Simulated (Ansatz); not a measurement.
# MoS2 (R3m): one cell under locks on the spin (series 3), part 1 of 3

What does it cost to force the spins of MoS2 (R3m) into other sizes and orders? Cell and atoms stay fixed.

Program: Ansatz 0.2.0. Level of theory: DFT PBE+U (U = 4 eV, J = 0.9 eV on Mo d), plane waves, PAW. These are calculated values, not measurements.

2 further runs of the same task are left out: 2 that didn't finish.

### 1 Starting point

It takes space group R3m (No. 160, trigonal). Conventional cell: a = 3.163 Å, b = 3.163 Å, c = 18.370 Å, α = 90.00°, β = 90.00°, γ = 120.00°. Around Mo (site symmetry 3m) lie 6 S at 2.36 Å. Around S (site symmetry 3m) lie 3 Mo at 2.36 Å.

As a file:

```
CELL_PARAMETERS angstrom
1.58150 0.91308 6.12333
-1.58150 0.91308 6.12333
0.00000 -3.65232 12.24666
ATOMIC_POSITIONS crystal
Mo 0.00000 0.00000 0.00000
S 0.74840 0.74840 0.37420
S 0.58490 0.58490 0.29245
Mo 0.00000 0.00000 0.50000
S 0.74840 0.74840 0.87420
S 0.58490 0.58490 0.79245
```

The runs: total moment held at first, then free, 2.00 μB per cell; total moment locked at zero, no site moments, 0.00 μB per cell; no spin polarisation; antiferromagnetic directions held.

An earlier series on this cell reached its lowest free state from «antiferromagnetic site moments held at first, then free», perhaps among other starts (it ended without moments).

### 2 Total moment held at first, then free, 2.00 μB per cell

Contents of input.yaml:

```yaml
crystal:
  lattice:
    - [1.58149989, 0.91307939, 6.12332821]
    - [-1.58149989, 0.91307939, 6.12332821]
    - [0.0, -3.65231756, 12.24665642]
  atoms:
    - { symbol: Mo, position: [0.0, 0.0, 0.0], spin: 1.0 }
    - { symbol: S, position: [0.7484, 0.7484, 0.3742] }
    - { symbol: S, position: [0.5849, 0.5849, 0.29245] }
    - { symbol: Mo, position: [0.0, 0.0, 0.5], spin: 1.0 }
    - { symbol: S, position: [0.7484, 0.7484, 0.8742] }
    - { symbol: S, position: [0.5849, 0.5849, 0.79245] }
basis:
  ecutwfc: 420
  ecutrho_ratio: 4
kpoints:
  mp_grid: { grid: [7, 7, 4] }
hamiltonian:
  xc: pbe
  hubbard:
    sites:
      - { site: 0, l: d, u: 4.0, j: 0.9 }
      - { site: 3, l: d, u: 4.0, j: 0.9 }
scf:
  occupations: { method: gaussian, width: 0.05 }
  lower_state_search: "off"
  max_iter: 150
output:
  forces: true
  stress: true
  eigenvalues: true
  populations: true
  hubbard: { sites: [{ site: 0, l: d }, { site: 3, l: d }] }
magnetization:
  spin_polarized: true
  initial_magnetization: 2.0
  spin_locking: { lock_magnetization: soft, n_iters: 12 }
```

The lock is temporary (n_iters 12) and is released on the way.

On the command line:

```console
ansatz run input.yaml --threads 4 --pin off --max-ram 6144MiB --backend cpu --events-out ev --progress --plain --runs-dir out
```

Output:

```text
Warning: output.stress: scf.convergence.dr2_threshold = 1e-7 eV (the SCF's general default) is looser than the 6e-10 eV advised for a printed stress (1e-10 eV for each atom of the cell: 6). What an SCF threshold leaves in a stress goes as its square root, and in the free energy as the threshold itself, and one threshold admits the most on a small cell: of the crystals measured, under no hybrid functional and no lock of the moments, on runs that ended without the residual-converged pass, on stresses that held no estimate of that error, the worst erred by over 100 MPa in a component at 1e-7 eV an atom and by under 5 at 1e-10. Set scf.convergence.dr2_threshold to 6e-10 eV or tighter. The threshold is an SCF's pass mark: one that does not reach it within its budget of iterations ends unconverged, or closes short of it on a stop that the run arms, and scf.convergence.dr2_threshold's page says what that costs each kind of run
Warning: RAYON_NUM_THREADS=4 ignored (pool sized by the plan → 4); use --threads N
basis.fft_grid_basis auto: the FFT boxes are laid along the combinations [[1, -1, 0], [0, 1, 0], [-1, -1, 1]] of the cell's own vectors, 3.163, 6.390 and 5.478 Å long. The dense box has 24×45×40 points. Along the cell's own vectors, as sized, it would have 45×45×90, 4.22 times as many. Of the 4 symmetry operations that the crystal satisfies within crystal.symmetry.tolerance (time reversal apart; of a slab, those that keep its plane) the dense box along the cell's own vectors carries 4, and the one as laid loses 2 of those. basis.fft_grid_basis: typed keeps the cell's own vectors: state it where this run's energies or levels are differenced outside the engine with another run's, or held beside a run that keeps those vectors.
Mo: projections on atomic orbitals take those of the free atom [Ar 3d10] 4s2 4p6 4d5 5s1, of charge +0.00 (hamiltonian.pseudopotentials.projection_atoms); the dataset's partial waves leave at most 6.0e-6 of an orbital's norm unspanned inside its sphere
S: projections on atomic orbitals take those of the free atom [Ne] 3s2 3p4, of charge +0.00 (hamiltonian.pseudopotentials.projection_atoms); the dataset's partial waves leave at most 1.6e-7 of an orbital's norm unspanned inside its sphere
Engine: ansatz 0.2.0, aarch64-unknown-linux-gnu
Pseudopotentials: kind: paw
Pseudopotential: Mo, paw, valence charge 14, recommended cutoff 420 eV (normal), Mo.paw.azcp
Pseudopotential: S, paw, valence charge 6, recommended cutoff 420 eV (normal), S.paw.azcp
Functional definition: PBE
  parameter kappa = 0.804
  parameter beta = 0.06672455060314922
  exchange = pbe_x(kappa = kappa, mu = beta*pi^2/3)
  correlation = pbe_c(beta = beta)
Crystal: 6 atoms, lattice volume = 106.108 Å³
Basis set: ecut = 420 eV, 2045 PW (Γ), FFT grids on a1−a2, a2, −a1−a2+a3, exchange–correlation on 48×90×80 points (8 copies of the dense FFT grid, shifted against one another)
Bands: 33, of which v1, the nominal top of the filled ones, is band 26 counted from 1 (25 counted from 0)
Symmetry: 4 space group operations
Space group: R3m (ITA 160), of the structure as read, at distance tolerance 4.7e-5 Å
Magnetic group: BNS 160.65 (UNI 1295), of the structure as read, at distance tolerance 4.7e-5 Å
k-points: 60 of 196 (time reversal used)
Non-local potential: Mo, projectors of the file, l = 0: 3, l = 1: 2, l = 2: 2, l = 3: 1
Non-local potential: S, projectors of the file, l = 0: 2, l = 1: 2, l = 2: 2
PAW form: soft (Blöchl's): semilocal exchange-correlation on the pseudo side does not see the compensation charge
PAW one-centre angular grid: Mo, 590 points (default); XC on 64 Gauss nodes
PAW one-centre angular grid: S, 110 points (default); XC on 64 Gauss nodes
Initial density: superposition of atomic densities (chi_scale 0.1, normalization cell)
Starting moments: Σ|m| = 2 μB on 2 of 6 sites
Initial wavefunctions: pseudopotential atomic-orbital guess
Functional: x = pbe(κ = 0.804, μ = 0.2195149727645171), c = pbe(β = 0.06672455060314922)
SCF iter   1: F=—  HF=-13518.205673 eV  |F-HF|=—  |Δ(HF+E_count)|=         —  Δρ=5.04e-2 (↑5.04e-2 ↓3.84e-2)  dr2=1.14e1  dr2_m=2.10e-1  M=2.000 μB ∫|m|=2.080 μB  β_m=0.30  ethr=3.10e-3  ⟨swp⟩=7.2  Hψ=17971  notcnv=0
preconditioner: auto → Kerker (q_TF=auto, 2.423 Å⁻¹)  [metal: Δε(μ)=0.003 eV  Ē_g=8.476 eV  σ=0.050 eV  W_gap=0.04  n_scr=28 (ndim 8)  ℏωp=21.6 eV  f_vac=0.003  D(μ)=5.61/eV (n_scr^D=52)]
spin=Collinear: Kerker preconditioning applied to the charge; magnetization (m = ρ↑ − ρ↓) channel mixes plain (no charge-response kernel on spin).
SCF iter   2: F=—  HF=-13516.451644 eV  |F-HF|=—  |Δ(HF+E_count)|=    1.75e0  Δρ=2.70e-2 (↑2.70e-2 ↓2.36e-2)  dr2=2.73e0  dr2_m=9.76e-2  M=2.000 μB ∫|m|=2.123 μB  β_m=0.45  ethr=3.10e-3  ⟨swp⟩=3.4  Hψ=8394  notcnv=0  defer=133
SCF iter   3: F=—  HF=-13516.101340 eV  |F-HF|=—  |Δ(HF+E_count)|=   3.50e-1  Δρ=9.65e-3 (↑8.67e-3 ↓9.65e-3)  dr2=5.46e-1  dr2_m=2.01e-2  M=2.000 μB ∫|m|=2.186 μB  β_m=0.72  ethr=3.10e-3  ⟨swp⟩=2.8  Hψ=7278  notcnv=0  defer=136
SCF iter   4: F=—  HF=-13516.134008 eV  |F-HF|=—  |Δ(HF+E_count)|=   3.27e-2  Δρ=5.19e-3 (↑5.19e-3 ↓3.67e-3)  dr2=8.78e-2  dr2_m=3.79e-3  M=2.000 μB ∫|m|=2.169 μB  β_m=0.77  ethr=1.05e-3  ⟨swp⟩=2.6  Hψ=6642  notcnv=0  defer=160
SCF iter   5: F=—  HF=-13516.136878 eV  |F-HF|=—  |Δ(HF+E_count)|=   2.87e-3  Δρ=1.90e-3 (↑1.90e-3 ↓1.31e-3)  dr2=9.94e-3  dr2_m=1.41e-3  M=2.000 μB ∫|m|=2.168 μB  β_m=0.89  ethr=1.69e-4  ⟨swp⟩=2.2  Hψ=6318  notcnv=0  defer=160
SCF iter   6: F=—  HF=-13516.150043 eV  |F-HF|=—  |Δ(HF+E_count)|=   1.32e-2  Δρ=9.30e-4 (↑9.30e-4 ↓8.85e-4)  dr2=3.38e-3  dr2_m=3.76e-4  M=2.000 μB ∫|m|=2.150 μB  β_m=0.94  ethr=1.91e-5  ⟨swp⟩=2.1  Hψ=7564  notcnv=0  defer=160
SCF iter   7: F=—  HF=-13516.154660 eV  |F-HF|=—  |Δ(HF+E_count)|=   4.62e-3  Δρ=8.74e-4 (↑8.74e-4 ↓2.37e-4)  dr2=1.63e-4  dr2_m=2.83e-4  M=2.000 μB ∫|m|=2.134 μB  β_m=0.97  ethr=6.50e-6  ⟨swp⟩=2.0  Hψ=6831  notcnv=0  defer=159
SCF iter   8: F=—  HF=-13516.157703 eV  |F-HF|=—  |Δ(HF+E_count)|=   3.04e-3  Δρ=9.60e-4 (↑9.60e-4 ↓2.35e-4)  dr2=1.96e-4  dr2_m=3.39e-4  M=2.000 μB ∫|m|=2.135 μB  β_m=0.97  ethr=3.14e-7  ⟨swp⟩=2.4  Hψ=7116  notcnv=0  defer=160
SCF iter   9: F=—  HF=-13516.159361 eV  |F-HF|=—  |Δ(HF+E_count)|=   1.66e-3  Δρ=9.60e-4 (↑9.60e-4 ↓2.39e-4)  dr2=1.85e-4  dr2_m=3.42e-4  M=2.000 μB ∫|m|=2.137 μB  β_m=0.29  ethr=3.14e-7  ⟨swp⟩=2.0  Hψ=6720  notcnv=0  defer=156
SCF iter  10: F=—  HF=-13516.163913 eV  |F-HF|=—  |Δ(HF+E_count)|=   4.55e-3  Δρ=8.40e-4 (↑8.40e-4 ↓3.40e-4)  dr2=2.71e-4  dr2_m=2.78e-4  M=2.000 μB ∫|m|=2.145 μB  β_m=0.79  ethr=3.14e-7  ⟨swp⟩=3.0  Hψ=7928  notcnv=0  defer=156
[... 7 lines left out ...]
magnetisation lock released at iteration 16: constraint 0 (total_moment) let go, since its count of iterations ended; one Fermi level fills both spin channels from this iteration on; total moment +2.000 μB on the last held iteration's output density and +2.000 μB on this iteration's input density, against a target of +2.000 μB; at the last held iteration this SCF's convergence gates had not closed, onsite_residual furthest over its threshold, at 1.4e-6 eV against 1.0e-7 eV (among their readings dr2 stood at 3.8e-7 eV, dr2_m at 5.2e-7 eV, against a threshold of 1.0e-7 eV): the hold had not settled, and a moment that is lost after this release does not show that the target's state does not exist
[... 5 lines left out ...]
SCF iter  22: F=—  HF=-13517.693658 eV  |F-HF|=—  |Δ(HF+E_count)|=   8.65e-4  Δρ=1.12e-4 (↑1.12e-4 ↓1.07e-4)  dr2=1.22e-6  dr2_m=1.11e-5  M=0.000 μB ∫|m|=0.017 μB  β_m=1.00  ethr=1.34e-8  ⟨swp⟩=3.4  Hψ=10090  notcnv=0  defer=187
SCF iter  23: F=—  HF=-13517.693717 eV  |F-HF|=—  |Δ(HF+E_count)|=   5.92e-5  Δρ=3.20e-5 (↑3.20e-5 ↓3.04e-5)  dr2=2.74e-7  dr2_m=8.67e-7  M=0.000 μB ∫|m|=0.005 μB  β_m=1.00  ethr=2.35e-9  ⟨swp⟩=3.0  Hψ=8844  notcnv=0  defer=187
SCF iter  24: F=—  HF=-13517.693724 eV  |F-HF|=—  |Δ(HF+E_count)|=   7.03e-6  Δρ=1.34e-5 (↑1.18e-5 ↓1.34e-5)  dr2=4.82e-8  dr2_m=1.41e-7  M=0.000 μB ∫|m|=0.002 μB  β_m=1.00  ethr=1.92e-10  ⟨swp⟩=9.7  Hψ=21710  notcnv=0
iter 25 did not close the SCF: its close was put off for a magnetic moment that had not settled (scf_convergence_deferred on its scf_iter line)
SCF iter  25: F=-13517.693726 eV  HF=-13517.693726 eV  |F-HF|=8.29e-8  |Δ(HF+E_count)|=   1.21e-6  Δρ=5.96e-6 (↑5.96e-6 ↓5.33e-6)  dr2=1.19e-8  dr2_m=2.95e-8  M=0.000 μB ∫|m|=0.001 μB  β_m=1.00  ethr=9.28e-11  ⟨swp⟩=5.8  Hψ=15774  notcnv=0
iter 26 did not close the SCF: its close was put off for a magnetic moment that had not settled (scf_convergence_deferred on its scf_iter line)
SCF iter  26: F=-13517.693726 eV  HF=-13517.693726 eV  |F-HF|=1.00e-8  |Δ(HF+E_count)|=   2.86e-7  Δρ=1.98e-6 (↑1.98e-6 ↓1.44e-6)  dr2=6.72e-10  dr2_m=2.61e-9  M=0.000 μB ∫|m|=0.000 μB  β_m=1.00  ethr=2.30e-11  ⟨swp⟩=2.0  Hψ=14099  notcnv=0
iter 27 did not close the SCF: its close was put off for a magnetic moment that had not settled (scf_convergence_deferred on its scf_iter line)
SCF iter  27: F=-13517.693726 eV  HF=-13517.693726 eV  |F-HF|=1.30e-9  |Δ(HF+E_count)|=   2.88e-8  Δρ=7.35e-7 (↑7.35e-7 ↓5.61e-7)  dr2=1.17e-10  dr2_m=3.75e-10  M=0.000 μB ∫|m|=0.000 μB  β_m=1.00  ethr=1.29e-12  ⟨swp⟩=1.2  Hψ=13324  notcnv=0
SCF iter  28: F=-13517.693726 eV  HF=-13517.693726 eV  |F-HF|=9.82e-11  |Δ(HF+E_count)|=   3.48e-9  Δρ=2.15e-7 (↑1.96e-7 ↓2.15e-7)  dr2=2.04e-11  dr2_m=3.44e-11  M=0.000 μB ∫|m|=0.000 μB  ethr=1.00e-12  ⟨swp⟩=1.0  Hψ=11436  notcnv=0
WARN: the starting moments were not kept: the SCF closed with an absolute magnetisation of 2.5e-5 μB, where they sum to 2 μB in size (2 sites). That is at most 0.1 of that sum. Measured as dr2_m measures the in/out step, that magnetisation stands 6.9e-11 eV from none, at or under the dr2_threshold of 1.0e-7 eV: it is no larger than a step whose dr2_m would equal this threshold. The system may hold no moment; this SCF shows only that its start led to no more than that. This run's magnetisation lock (magnetization.spin_locking) is set to have let go 3 iterations behind its n_iters, or sooner where its dr2_threshold is set and met; what is reported is the state after the release (see magnetization.spin_locking.decay_iters).
SCF 1 converged in 28 iterations: F = -13517.693726 eV  dr2 = 2.04e-11
SCF converged after 28 iterations
Magnetization: 0.0000 μB (26.0000 up, 26.0000 down)
Absolute magnetization: 0.0000 μB (∫|ρ↑−ρ↓|, with the PAW one-centre terms)
Spin contamination: 0.0000 ħ² per cell (⟨S²⟩ above its minimum at these occupations)
Per-site moments (μB) at R_I (Å): [(-1.981488409671274e-6, 0.9752095157577177), (1.0275183675787759e-6, 0.9752095157577177), (1.0404323248982202e-6, 0.9753699504722424), (-1.981488409671274e-6, 0.9752095157577177), (1.0275183675787754e-6, 0.9752095157577177), (1.0404323248982197e-6, 0.9753699504722421)]
--- Magnetisation constraints (ε_frz = 1.0e-4 eV) ---
  site  kind          target   achieved (μB)  |Δ|max (μB)  g (eV/μB)  λ_eff  esc  ok  flags
  cell  total_moment  +2.0000  +0.0000        2.00e0       -0.00e0    0.000  0    —   released
Free energy (F): -13517.693726 eV
Harris-Foulkes:  -13517.693726 eV  (|F-HF|=9.82e-11)
Internal energy: -13517.693726 eV  (E = F + TS)
E sigma→0 (E₀):  -13517.693726 eV
Fermi energy:    11.381416 eV
--- Per-component energies (eV) ---
  E_band       = -309.861868
  E_kinetic    = 1320.443068
  E_local      = -4059.251031  (includes V_loc(G=0)·N_el)
  E_nonlocal   = 399.183576
  E_hartree    = 1576.001751
  E_xc         = -759.873608
  E_vxc        = -813.842559  (∫ρ·V_xc dr)
  E_hubbard    = 7.660237  (on-site DFT+U / exact-exchange correction)
  E_vhub       = -0.885015  (the Hubbard potential's part of the band-sum identity)
  E_paw        = -8803.742804  (= ΣΔE_a)
  E_vpaw       = -307.513283  (= ΣTr[D̂ρ^β])
  E_aug_tail   = 0.000073  (compensation charges beyond the density's cutoff)
  E_ewald      = -3198.114990
  E_smearing   = -0.000000  (= −TS)
  E_closure    = 0.000000  (closes the sum)
  Σ components = -13517.693726   (vs F -13517.693726, Δ=0.00e0)
--- DFT+U+J on-site energies (Liechtenstein; fll double counting; per corrected site; eV) ---
  site 0 (l=d): U=4.0000  J=0.9000  Tr N=5.2276  E_int=44.233803  E_dc=40.403684  E_U=3.830119
  site 3 (l=d): U=4.0000  J=0.9000  Tr N=5.2276  E_int=44.233803  E_dc=40.403684  E_U=3.830119
--- Forces (eV/Å), atoms counted from 1 ---
  atom   1  Mo     0.00000000     0.00006948    -0.00156833
  atom   2  S      0.00000000     0.00005879     1.28341525
  atom   3  S      0.00000000    -0.00012708    -1.28184712
  atom   4  Mo     0.00000000     0.00006948    -0.00156833
  atom   5  S      0.00000000     0.00005879     1.28341525
  atom   6  S      0.00000000    -0.00012708    -1.28184712
  max |Σ_I F_I| component: 2.39e-6 eV/Å
--- Stress (GPa, compression-positive) ---
        6.858149       0.000000       0.000000
        0.000000       6.870839      -0.001262
        0.000000      -0.001262      13.845086
  P = ⅓ Tr σ = 9.1914 GPa (91.914 kbar)
--- Band table (eV; the first three rows and the last of 120) ---
  k-point 0 ↑: bands = ["-50.4130", "-50.3706", "-24.7936", "-24.5738", "-24.4872", "-24.4730", "-24.3782", "-24.3778", "-4.1193", "-2.2796", "-2.1322", "-1.7599", "3.9382", "4.2666", "5.5037", "5.9144", "6.9366", "7.3272", "7.3275", "8.6605", "8.6611", "8.8729", "9.2913", "9.5183", "9.9110", "9.9375", "12.5533", "12.9838", "13.2004", "13.2008", "13.6385", "13.6387", "14.7032"]
  k-point 1 ↑: bands = ["-50.4066", "-50.3766", "-24.7347", "-24.5611", "-24.5000", "-24.4592", "-24.4411", "-24.3919", "-3.8781", "-2.4964", "-2.2132", "-1.8459", "4.2063", "4.4830", "5.8315", "6.1497", "6.8847", "7.1241", "7.5860", "7.9644", "8.3071", "8.9804", "9.0121", "9.2328", "9.8199", "10.1313", "12.6013", "12.6861", "12.9641", "13.1643", "13.3705", "13.6136", "14.4985"]
  k-point 2 ↑: bands = ["-50.3913", "-50.3913", "-24.5898", "-24.5898", "-24.5306", "-24.5306", "-24.4257", "-24.4257", "-3.2432", "-3.2432", "-2.0405", "-2.0405", "4.6628", "4.6628", "6.2166", "6.2166", "6.8725", "6.8725", "7.6417", "7.6417", "8.2539", "8.2539", "9.4227", "9.4227", "9.5917", "9.5917", "12.3988", "12.3988", "12.8931", "12.8931", "13.7939", "13.7939", "14.3097"]
  k-point 59 ↓: bands = ["-50.3873", "-50.3873", "-24.6121", "-24.6121", "-24.5225", "-24.5225", "-24.4520", "-24.4520", "-2.9030", "-2.9030", "-2.2057", "-2.2057", "5.2198", "5.2198", "6.2941", "6.2941", "6.5539", "6.5539", "6.9920", "6.9920", "8.1076", "8.1076", "9.2219", "9.2219", "9.4403", "9.4403", "12.5635", "12.5635", "13.0166", "13.0166", "13.3344", "13.3344", "14.8546"]
Occupation matrices written to <dir>
--- Löwdin populations: 6 sites ---
  site symbol       q [e]    m [muB]
     0     Mo     13.7218    -0.0000
     1      S      6.0353     0.0000
     2      S      6.0385     0.0000
     3     Mo     13.7218    -0.0000
     4      S      6.0353     0.0000
     5      S      6.0385     0.0000
  spilling = 0.007860 (of n_electrons = 52.000000)
--- Occupation matrices: 2 shells (run DFT+U table (all-electron-ortho-atomic); ε = 7.58e-4) ---
  Mo0 d_4D: site group C3v (3m); on the run's cell Cs (m)
  Mo0 d_4D up     Tr n = 2.6138  λ = 0.472 0.472 0.533 0.533 0.604  [2× yz 0.50 E(1.00)/A'(0.50) | 2× xy 0.50 E(1.00)/A'(0.50) | z2 1.00 A1(1.00)/A'(1.00)]
  Mo0 d_4D dn     Tr n = 2.6138  λ = 0.472 0.472 0.533 0.533 0.604  [2× yz 0.50 E(1.00)/A'(0.50) | 2× xy 0.50 E(1.00)/A'(0.50) | z2 1.00 A1(1.00)/A'(1.00)]
  Mo3 d_4D: site group C3v (3m); on the run's cell Cs (m)
  Mo3 d_4D up     Tr n = 2.6138  λ = 0.472 0.472 0.533 0.533 0.604  [2× yz 0.50 E(1.00)/A'(0.50) | 2× xy 0.50 E(1.00)/A'(0.50) | z2 1.00 A1(1.00)/A'(1.00)]
  Mo3 d_4D dn     Tr n = 2.6138  λ = 0.472 0.472 0.533 0.533 0.604  [2× yz 0.50 E(1.00)/A'(0.50) | 2× xy 0.50 E(1.00)/A'(0.50) | z2 1.00 A1(1.00)/A'(1.00)]
  Tr n, λ and their labels are of the run-group-symmetrised matrices; stabiliser: 8 of 8 elements of G0×{1,Θ} (closed), max defect 1.2e-5 at τ = 1.6e-4
```

Run time: 42 s. Hardware: 4 threads of Arm Neoverse V1, shared host; peak memory 0.67 GiB.

Result: a gap on the mesh of 0.78 eV, pressure 9.2 GPa, no moment over 0.05 μB in any sphere, largest force component 1.28 eV/Å, 4 symmetry operations imposed.

How the shells are filled (orbitals counted by the eigenvalues of the occupation matrices):

| shell | channel | electrons | over 0.8 | 0.2 to 0.8 | under 0.2 |
| --- | --- | --- | --- | --- | --- |
| Mo 4d (atom 1) | up | 2.61 | 0 | 5 | 0 |
| Mo 4d (atom 1) | down | 2.61 | 0 | 5 | 0 |

(Continued in part 2 of 3.)
